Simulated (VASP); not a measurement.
# Pb (Im-3m) in VASP: single point with PBEsol

Aim: the single point of Pb with PBEsol.

Program: VASP 6.6.1. These are calculated values, not measurements. Logs are shortened: lines on timing, memory, paths and dates and some standing lists are left out, and cuts for length are marked.

### 1 Starting point

Symmetry: Im-3m, No. 229, cubic system. The conventional cell has a = 3.919 Å, b = 3.919 Å, c = 3.919 Å, α = 90.00°, β = 90.00°, γ = 90.00°. Around Pb (site symmetry m-3m) lie 8 Pb at 3.39 Å.

The cell was built by a generator and needn't be a form met in nature.

### 2 Single point, PBEsol

INCAR

```
ALGO = Normal
EDIFF = 1E-6
ENCUT = 520
GGA = PS
ISIF = 2
ISMEAR = -1
LASPH = True
LCHARG = False
LREAL = False
LWAVE = False
NBANDS = 13
NELM = 80
PREC = Accurate
SIGMA = 0.13605693000000002
```

KPOINTS

```
k-points
0
Gamma
  12 12 12
```

POSCAR

```
Pb
1.0
   -1.9594978236      1.9594978236      1.9594978236
    1.9594978236     -1.9594978236      1.9594978236
    1.9594978236      1.9594978236     -1.9594978236
Pb
1
Direct
    0.0000000000      0.0000000000      0.0000000000
```

Potentials or basis: VASP PAW PBE potentials, release 64 (Pb_d).

Started as:

```bash
$ cat potpaw_PBE.64/Pb_d/POTCAR > POTCAR
$ mpirun -np 1 vasp_std > vasp.out
```

OUTCAR:

```text
EDIFF = 1E-6
   ENCUT = 520
   GGA = PS
   ISIF = 2
   ISMEAR = -1
   LASPH = True
   LREAL = False
   NELM = 80
   PREC = Accurate

 ion  position               nearest neighbor table
   1  0.000  0.000  0.000-

  LATTYP: Found a body centered cubic cell.
 ALAT       =     3.9189956472

  Lattice vectors:

 A1 = (  -1.9594978236,   1.9594978236,   1.9594978236)
 A2 = (   1.9594978236,  -1.9594978236,   1.9594978236)
 A3 = (   1.9594978236,   1.9594978236,  -1.9594978236)

Analysis of symmetry for initial positions (statically):
=====================================================================
 Subroutine PRICEL returns:
 Original cell was already a primitive cell.

 Routine SETGRP: Setting up the symmetry group for a
 body centered cubic supercell.

 Subroutine GETGRP returns: Found 48 space group operations
 (whereof 48 operations were pure point group operations)
 out of a pool of 48 trial point group operations.

The static configuration has the point symmetry O_h .

Analysis of symmetry for dynamics (positions and initial velocities):
=====================================================================
 Subroutine PRICEL returns:
 Original cell was already a primitive cell.

 Routine SETGRP: Setting up the symmetry group for a
 body centered cubic supercell.

 Subroutine GETGRP returns: Found 48 space group operations
 (whereof 48 operations were pure point group operations)
 out of a pool of 48 trial point group operations.

The dynamic configuration has the point symmetry O_h .

 Subroutine INISYM returns: Found 48 space group operations
 (whereof 48 operations are pure point group operations),
 and found     1 'primitive' translations

----------------------------------------------------------------------------------------

                                     Primitive cell

  volume of cell :      30.0950

  direct lattice vectors                    reciprocal lattice vectors
    -1.959497824  1.959497824  1.959497824     0.000000000  0.255167418  0.255167418
     1.959497824 -1.959497824  1.959497824     0.255167418  0.000000000  0.255167418
     1.959497824  1.959497824 -1.959497824     0.255167418  0.255167418  0.000000000

  length of vectors
     3.393949788  3.393949788  3.393949788     0.360861223  0.360861223  0.360861223

  position of ions in fractional coordinates (direct lattice)
     0.000000000  0.000000000  0.000000000

  ion indices of the primitive-cell ions
   primitive index   ion index
                 1           1

----------------------------------------------------------------------------------------

 KPOINTS: k-points

Automatic generation of k-mesh.
 Grid dimensions read from file:
 generate k-points for:   12   12   12

 Generating k-lattice:

  Cartesian coordinates                     Fractional coordinates (reciprocal lattice)
     0.000000000  0.021263951  0.021263951     0.083333333  0.000000000  0.000000000
     0.021263951  0.000000000  0.021263951     0.000000000  0.083333333  0.000000000
     0.021263951  0.021263951  0.000000000     0.000000000  0.000000000  0.083333333

  Length of vectors
     0.030071769  0.030071769  0.030071769

  Shift w.r.t. Gamma in fractional coordinates (k-lattice)
     0.000000000  0.000000000  0.000000000

 Subroutine IBZKPT returns following result:
 ===========================================

 Found     72 irreducible k-points:

 Following reciprocal coordinates:
            Coordinates               Weight
  0.000000  0.000000  0.000000      1.000000
  0.083333  0.000000  0.000000     12.000000
  0.166667  0.000000  0.000000     12.000000
  0.250000  0.000000  0.000000     12.000000
  0.333333  0.000000  0.000000     12.000000
  0.416667  0.000000  0.000000     12.000000
[... 16 lines left out ...]
  0.333333  0.083333  0.083333     24.000000
  0.416667  0.083333  0.083333     12.000000
 [... further k-points ...]
   k-points           NKPTS =     72   k-points in BZ     NKDIM =     72   number of bands    NBANDS=     13
   number of dos      NEDOS =    301   number of ions     NIONS =      1
   total plane-waves  NPLWV =  21952
   dimension x,y,z NGX =    28 NGY =   28 NGZ =   28
   dimension x,y,z NGXF=    56 NGYF=   56 NGZF=   56
   ions per type =               1
   NGX,Y,Z   is equivalent  to a cutoff of  13.72, 13.72, 13.72 a.u.
   NGXF,Y,Z  is equivalent  to a cutoff of  27.43, 27.43, 27.43 a.u.
 SYSTEM =  unknown system
   PREC   = accura    normal or accurate (medium, high low for compatibility)
   ISTART =      0    job   : 0-new  1-cont  2-samecut
   ICHARG =      2    charge: 1-file 2-atom 10-const
   ISPIN  =      1    spin polarized calculation?
   LNONCOLLINEAR =      F non collinear calculations
   LSORBIT =      F    spin-orbit coupling
   LASPH  =      T    aspherical Exc in radial PAW
   ENCUT  =  520.0 eV  38.22 Ry    6.18 a.u.   6.31  6.31  6.31*2*pi/ulx,y,z
   NELM   =     80;   NELMIN=  2; NELMDL= -5     # of ELM steps
   EDIFF  = 0.1E-05   stopping-criterion for ELM
   LREAL  =      F    real-space projection
   EDIFFG = 0.1E-04   stopping-criterion for IOM
   NSW    =      0    number of steps for IOM
   IBRION =     -1    ionic relax: 0-MD 1-quasi-New 2-CG
   NFREE  =      0    steps in history (QN), initial steepest desc. (CG)
   ISIF   =      2    stress and relaxation
   ISYM   =      2    0-nonsym 1-usesym 2-fastsym
   POTIM  = 0.5000    time-step for ionic-motion
   TEBEG  =    0.0;   TEEND  =   0.0 temperature during run
   PSTRESS=    0.0 pullay stress
   NELECT =      14.0000    total number of electrons
   NUPDOWN=      -1.0000    fix difference up-down
   EMIN   =  10.00;   EMAX   =-10.00  energy-range for DOS
   EFERMI =   0.00;   METHOD = LEGACY
   ISMEAR =    -1;   SIGMA  =   0.14  broadening in eV -4-tet -1-fermi 0-gaus
   EFERMI_NEDOS =   21; number of points for ismear=-14 and -15
   IALGO  =     38    algorithm
   IMIX   =      4    mixing-type and parameters
     AMIX     =   0.40;   BMIX     =  1.00
     AMIX_MAG =   1.60;   BMIX_MAG =  1.00
  volume/ion in A,a.u.               =      30.10       203.09
  Fermi-wavevector in a.u.,A,eV,Ry     =   1.268487  2.397093 21.892584  1.609060
  Thomas-Fermi vector in A             =   2.401579
   LORBIT       =      0    0 simple, 1 ext, 2 COOP (PROOUT), +10 PAW based schemes
   GGA     = PS    functional components
   LHFCALC =     F    Hartree Fock is set to
   AEXX    =    0.0000 exact exchange contribution
   IVDW    =     0    specifies the selected vdW correction
   LEPSILON=     F    determine dielectric tensor
   LRPA    =     F    only Hartree local field effects (RPA)
 non-spin polarized calculation
  energy-cutoff  :      520.00
  volume of cell :       30.10
 maximum number of plane-waves:       856
 NGX is ok and might be reduce to    28
   NGX = 13   NGY = 13   NGZ = 13

 number of electron      14.0000004 magnetization

 Free energy of the ion-electron system (eV)
  ---------------------------------------------------
  ext. energy  EPLUGINS =         0.00000000
  ---------------------------------------------------
  free energy    TOTEN  =        -3.97449789 eV

  energy without entropy =       -3.93567917  energy(sigma->0) =       -3.95508853

 E-fermi :   7.1702     XC(G=0): -10.3799

 val. band max:        7.1511865731   @ k =  -0.4167   0.4167   0.4167
 cond. band min:       7.2073109458   @ k =  -0.2500   0.3333   0.0833
 fundamental gap:      0.0561243727
 Fermi energy:         7.1702042456

 k-point     1 :       0.0000    0.0000    0.0000
  band No.  band energies     occupation
      1      -9.8644      2.00000
      2      -9.8644      2.00000
      3      -9.8644      2.00000
      4      -9.6167      2.00000
      5      -9.6167      2.00000
      6      -4.6366      2.00000
      7      14.8944      0.00000
      8      14.8944      0.00000
      9      14.8944      0.00000
     10      18.3056      0.00000
     11      18.3056      0.00000
     12      18.3056      0.00000
     13      19.1618      0.00000

 k-point     2 :       0.0833    0.0000    0.0000
  band No.  band energies     occupation
      1      -9.8704      2.00000
      2      -9.8573      2.00000
      3      -9.8388      2.00000
      4      -9.6233      2.00000
      5      -9.6173      2.00000
      6      -4.4939      2.00000
      7      13.4516      0.00000
      8      14.4110      0.00000
      9      14.6948      0.00000
     10      17.4635      0.00000
     11      17.9658      0.00000
     12      18.1815      0.00000
     13      19.9928      0.00000

 k-point     3 :       0.1667    0.0000    0.0000
  band No.  band energies     occupation
      1      -9.8866      2.00000
      2      -9.8419      2.00000
      3      -9.7680      2.00000
      4      -9.6388      2.00000
      5      -9.6187      2.00000
      6      -4.0655      2.00000
      7      10.8889      0.00000
      8      13.3796      0.00000
      9      14.1479      0.00000
     10      16.4465      0.00000
     11      17.3758      0.00000
     12      18.2862      0.00000
     13      20.6274      0.00000
[... 305 lines left out ...]
 k-point    23 :       0.3333    0.0833    0.0833
  band No.  band energies     occupation
      1      -9.9268      2.00000
      2      -9.8394      2.00000
      3      -9.6351      2.00000
      4      -9.6232      2.00000
      5      -9.5281      2.00000
      6      -1.1238      2.00000
      7       4.2495      2.00000
      8       9.1934      0.00000
      9      10.8002      0.00000
     10      17.2075      0.00000
     11      18.3032      0.00000
     12      21.1340      0.00000
     13      21.9682      0.00000

 k-point    24 :       0.4167    0.0833    0.0833
  band No.  band energies     occupation
      1      -9.9315      2.00000
      2      -9.8408      2.00000
      3      -9.6297      2.00000
      4      -9.6231      2.00000
      5      -9.5108      2.00000
      6      -0.5632      2.00000
      7       3.4408      2.00000
      8       8.9782      0.00000
      9      10.6699      0.00000
     10      17.1016      0.00000
     11      18.2242      0.00000
     12      21.6762      0.00000
     13      22.1761      0.00000

 [... further k-points ...]

------------------------ aborting loop because EDIFF is reached ----------------------------------------

  FORCE on cell =-STRESS in cart. coord.  units (eV):
  Direction    XX          YY          ZZ          XY          YZ          ZX
  --------------------------------------------------------------------------------------
  -------------------------------------------------------------------------------------
  Total       -0.0428555     -0.0428555     -0.0428555     -0.0000000     -0.0000000     -0.0000000
  in kB       -2.2815098     -2.2815098     -2.2815098     -0.0000000     -0.0000000     -0.0000000
  external PRESSURE =      -2.2815098 kB  Pullay stress =       0.0000000 kB

 VOLUME and BASIS-vectors are now :
 -----------------------------------------------------------------------------
  energy-cutoff  :      520.00
  volume of cell :       30.10
      direct lattice vectors                 reciprocal lattice vectors
    -1.959497824  1.959497824  1.959497824     0.000000000  0.255167418  0.255167418
     1.959497824 -1.959497824  1.959497824     0.255167418  0.000000000  0.255167418
     1.959497824  1.959497824 -1.959497824     0.255167418  0.255167418  0.000000000

 POSITION                                       TOTAL-FORCE (eV/Angst)
 -----------------------------------------------------------------------------------
      0.00000      0.00000      0.00000         0.000000      0.000000     -0.000000
 -----------------------------------------------------------------------------------
    total drift:                               -0.000000      0.000000      0.000000

  FREE ENERGIE OF THE ION-ELECTRON SYSTEM (eV)
  ---------------------------------------------------
  free  energy   TOTEN  =        -3.9744978930 eV

  energy  without entropy=       -3.9356791735  energy(sigma->0) =       -3.95508853
```

Run time: 14 s. Hardware: 1 thread of AMD EPYC 9R45 (Zen 5), shared host; peak memory 0.14 GiB.

Results:

| Property | Result |
| --- | --- |
| Free energy | -3.9745 eV |
| Pressure | -0.2 GPa |
| Band gap on the k mesh | none (metal or under the smearing width) |

Levels at points of the mesh, in eV from the Fermi level:
| k point | band 3 | band 4 | band 5 | band 6 | band 7 | band 8 | band 9 | band 10 | band 11 | band 12 |
| --- | --- | --- | --- | --- | --- | --- | --- | --- | --- | --- |
| (0.00, 0.00, 0.00) | -17.03 | -16.79 | -16.79 | -11.81 | 7.72 | 7.72 | 7.72 | 11.14 | 11.14 | 11.14 |
| (0.50, 0.00, 0.00) | -16.80 | -16.79 | -16.63 | -7.88 | -4.09 | 3.50 | 5.19 | 7.62 | 9.01 | 14.06 |
| (0.50, 0.50, 0.50) | -16.67 | -16.67 | -16.67 | -5.11 | -0.38 | -0.38 | -0.38 | 4.60 | 4.60 | 16.55 |

Caveat: the PAW data sets were made with another functional, which shifts forces and pressure a little.
